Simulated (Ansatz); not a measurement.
Zinc-blende AlSb was calculated with LDA (PAW; Ansatz, a program for electronic structure).

The input as run:

Ansatz 0.2 input:
```yaml
crystal:
  lattice:
    - [0.0, 3.0535255949, 3.0535255949]
    - [3.0535255949, 0.0, 3.0535255949]
    - [3.0535255949, 3.0535255949, 0.0]
  atoms:
    - { symbol: Al, position: [0.0, 0.0, 0.0] }
    - { symbol: Sb, position: [0.25, 0.25, 0.25] }
basis:
  ecutwfc: 520
  ecutrho_ratio: 4
  xc_grid: 2
kpoints:
  mp_grid: { grid: [10, 10, 10] }
hamiltonian:
  xc: lda
  dispersion: none
  pseudopotentials: { kind: paw }
scf:
  occupations: { method: fermi_dirac, width: 0.01 }
  convergence: { dr2_threshold: 0.000000001 }
output:
  forces: true
  stress: true
  eigenvalues: true
```

Excerpt of the program's output:

```
WARN output.stress: scf.convergence.dr2_threshold = 1e-9 eV is looser than the 2e-10 eV advised for a printed stress (1e-10 eV for each atom of the cell: 2)
Crystal: 2 atoms, lattice volume = 56.942 Å³
Basis set: ecut = 520 eV, 1471 PW (Γ), exchange–correlation on 72×72×72 points (8 copies of the dense FFT grid, shifted against one another)
Bands: 13, of which v1, the nominal top of the filled ones, is band 9 counted from 1 (8 counted from 0)
Symmetry: 24 space group operations
Space group: F-43m (ITA 216), of the structure as read, at distance tolerance 3.8e-5 Å
k-points: 47 of 1000 (time reversal used)
Functional: x = slater, c = lda
SCF iter   1: F=—  HF=-6849.001098 eV  |F-HF|=—  |Δ(HF+E_count)|=         —  Δρ=5.37e-3  dr2=7.42e-3
SCF iter   2: F=—  HF=-6848.998943 eV  |F-HF|=—  |Δ(HF+E_count)|=   2.15e-3  Δρ=2.46e-3  dr2=1.45e-3
  ...
SCF iter   6: F=—  HF=-6848.998808 eV  |F-HF|=—  |Δ(HF+E_count)|=   8.40e-9  Δρ=2.79e-6  dr2=3.93e-9
SCF iter   7: F=-6848.998808 eV  HF=-6848.998808 eV  |F-HF|=4.91e-11  |Δ(HF+E_count)|=   1.36e-9  Δρ=4.62e-7  dr2=1.18e-10
SCF 1 converged in 7 iterations: F = -6848.998808 eV  dr2 = 1.18e-10
SCF converged after 7 iterations
Free energy (F): -6848.998808 eV
Internal energy: -6848.998808 eV  (E = F + TS)
E sigma→0 (E₀):  -6848.998808 eV
Fermi energy:    6.698938 eV
--- Forces (eV/Å), atoms counted from 1 ---
  atom   1  Al     0.00000000    -0.00000000     0.00000000
  atom   2  Sb    -0.00000000     0.00000000    -0.00000000
--- Stress (GPa, compression-positive) ---
        0.001158      -0.000000       0.000000
        0.000000       0.001158       0.000000
        0.000000       0.000000       0.001158
  P = ⅓ Tr σ = 0.0012 GPa (0.012 kbar)
```

The PAW data were made under PBE.

It cost very roughly 3 core-seconds of CPU time.
